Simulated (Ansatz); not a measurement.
SnTe:

```
Te Sn
1.0
     0.00000    3.15085    3.15085
     3.15085    0.00000    3.15085
     3.15085    3.15085    0.00000
Te Sn
1 1
Direct
  0.50000 0.50000 0.50000
  0.00000 0.00000 0.00000
```

```yaml
Program: Ansatz 0.2.0
Task: relaxation of cell and atoms
Functional: PBEsol
Dispersion: D4
Potentials_or_basis: Ansatz PAW
Cutoff: "420 eV (not typed: the program's choice for these potentials)"
k_mesh: 7 × 7 × 7
Occupations: fermi-dirac, width 0.05 eV
Spin: no spin polarisation
```

At the start: volume 31.28 Å³/atom.

Question: How do energy, volume and symmetry change on relaxing?

Answer: It ends after 4 steps and the volume is 30.25 Å³/atom (-3.3 %); space group Fm-3m (No. 225, to 0.05 Å).

Step by step:
| step | energy change (eV) | largest force (eV/Å) | volume (Å³) |
| --- | --- | --- | --- |
| 1 | 0.0000 | 0.0000 | 62.56 |
| 2 | -0.0099 | 0.0000 | 59.70 |
| 3 | -0.0113 | 0.0000 | 60.49 |
| 4 | -0.0109 | 0.0000 | 60.49 |

Final structure:
```
Te Sn
1.0
     0.00000    3.11572    3.11572
     3.11572    0.00000    3.11572
     3.11572    3.11572    0.00000
Te Sn
1 1
Direct
  0.50000 0.50000 0.50000
  0.00000 0.00000 0.00000
```

Caveat: the plane-wave basis is chosen anew once the cell has moved, so the energies of steps on either side of that aren't comparable; the PAW data sets come from PBE, with cores solved anew for the run's functional, which leaves a small shift of forces and pressure.
